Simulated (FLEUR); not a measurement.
## Nb: equation of state with r2SCAN

**Measured values to compare with.**

“Pressure effects on the electronic structure and superconductivity of (TaNb)0.67(HfZrTi)0.33 high entropy alloy”, 2019, arxiv:1910.08312 quotes, for a bulk crystal of Nb: bulk modulus 169 GPa.

Nb:

```
Nb
1.0
    -1.66395    1.66395    1.66395
     1.66395   -1.66395    1.66395
     1.66395    1.66395   -1.66395
Nb
1
Direct
  0.00000 0.00000 0.00000
```

```json
{
  "Program": "FLEUR MaX-R8.1 (later development tree)",
  "Task": "equation of state",
  "Functional": "r2SCAN",
  "Potentials or basis": "all-electron",
  "Basis": "FLAPW",
  "Kmax": "4.1 1/bohr",
  "k mesh": "11 × 11 × 11",
  "Occupations": "fermi-dirac, width 0.05 eV",
  "Spin": "no spin polarisation"
}
```

| Item | Value |
| --- | --- |
| Equilibrium volume | 18.10 Å³/atom |
| Bulk modulus | 179 GPa |

Energy against volume, from the lowest point:
```tsv
volume (Å³/atom)	energy (meV/atom)
17.322	16.78
17.691	2.23
18.428	0.00
19.165	28.94
19.534	53.36
```

Measured bulk modulus of Nb: 169 GPa (quoted in “Pressure effects on the electronic structure and superconductivity of (TaNb)0.67(HfZrTi)0.33 high entropy alloy”, 2019, arxiv:1910.08312). This calculation gives 179 GPa (+5.8 %). The fit is for a static lattice scaled at fixed shape and fixed fractional positions.

Caveat: the meta-GGA is that of a development version, with a GGA for the radial functions and cores and without core tails.
